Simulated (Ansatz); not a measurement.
BAs:

```xyz
2
Lattice="2.1275 0.0000 0.0000 0.0000 3.1741 0.0000 0.0000 0.0000 4.9510" Properties=species:S:1:pos:R:3 pbc="T T T"
B     0.0000    1.5870    0.0000
As    1.0638    1.5870    2.4755
```

The cell was built by a generator and needn't be a form met in nature.

Program: Ansatz 0.2.0. Alike in all runs: task single point; potentials or basis Ansatz PAW; cell as given; cutoff (eV) 420; smearing fermi-dirac 0.05 eV; the mesh is coarse, so values aren't converged. Hardware: 1 × NVIDIA H100 80GB HBM3 with 2 threads of AMD EPYC 7R13 Processor (Zen 3), on a shared host.

**Question.** Order these runs on this cell by their wall time, lowest first.
A. level HSE06; spin SOC, no magnetisation; k mesh 5 × 4 × 3
B. level B3LYP; spin off; k mesh 6 × 4 × 3
C. level PBE0; spin SOC, no magnetisation; k mesh 5 × 4 × 3

**Answer.** B (10 s), A (27 s), C (57 s).

Caveats: all runs use coarse meshes.
